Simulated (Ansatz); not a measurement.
C (diamond): gap against strain (uniaxial along z, other directions held)

C (diamond), relaxed with r2SCAN in the plane-wave code Ansatz, then strained (uniaxial along z, other directions held; changes of length per length, axes as in the cell below) with the atoms relaxed again within the symmetry that is left. The symmetry is Fd-3m (No. 227, cubic); conventional cell a = 3.560 Å, 5.64 Å³ an atom. C is surrounded by 4 C at 1.54 Å. The values are computed, spin-unpolarised, and not measurements.

```
CELL_PARAMETERS angstrom
0.00000 1.78012 1.78012
1.78012 0.00000 1.78012
1.78012 1.78012 0.00000
ATOMIC_POSITIONS crystal
C 0.00000 0.00000 0.00000
C 0.25000 0.25000 0.25000
```

Gaps are the least over each mesh (PBE 12×12×12, r2SCAN 12×12×12, HSE06 8×8×8 when unstrained) and the special points, which keep their unstrained names; stress is the change from the unstrained cell, compression positive.

```tsv
strain (%)	gap, PBE (eV)	gap, r2SCAN (eV)	gap, HSE06 (eV)	edges, HSE06	stress along the strain, r2SCAN (GPa)	energy rise, r2SCAN (meV/atom)
-4.0	3.171	3.338	–	–	+46.87	32.5
-3.87	3.204	3.372	–	–	+45.27	30.4
-3.0	3.420	3.599	–	–	+34.70	18.1
-2.0	3.666	3.856	–	–	+22.83	8.0
-1.0	3.907	4.111	5.050	Γ → Γ–X (0.73)	+11.27	2.0
0.0	4.148	4.361	5.300	Γ → Γ–X (0.73)	0.00	0.0
+1.0	3.998	4.204	5.141	Γ → Γ–X (0.73)	-10.97	1.9
+2.0	3.853	4.050	4.987	(-0.003, -0.003, -0.005) → Γ–X (0.73)	-21.66	7.7
+3.0	3.711	3.900	4.837	Γ → Γ–X (0.73)	-32.06	17.1
+4.0	3.571	3.753	4.688	Γ → Γ–X (0.73)	-42.18	30.2
```

Between zero and the nearest strains the slope of the HSE06 gap against strain is +0.250 eV per percent for negative and -0.159 for positive strain; it falls either way, as happens when edge states split or other valleys take over.

Where an edge lies off the special points, it is a point of the mesh or the k point where a search put PBE's edge or least direct gap, reused for the other functionals, whose own edges may lie a little apart.

Coordinates of k points refer to the reciprocal vectors of the primitive cell of the runs.

The meshes of the hybrids are coarse, so their gaps aren't converged to the digits shown.
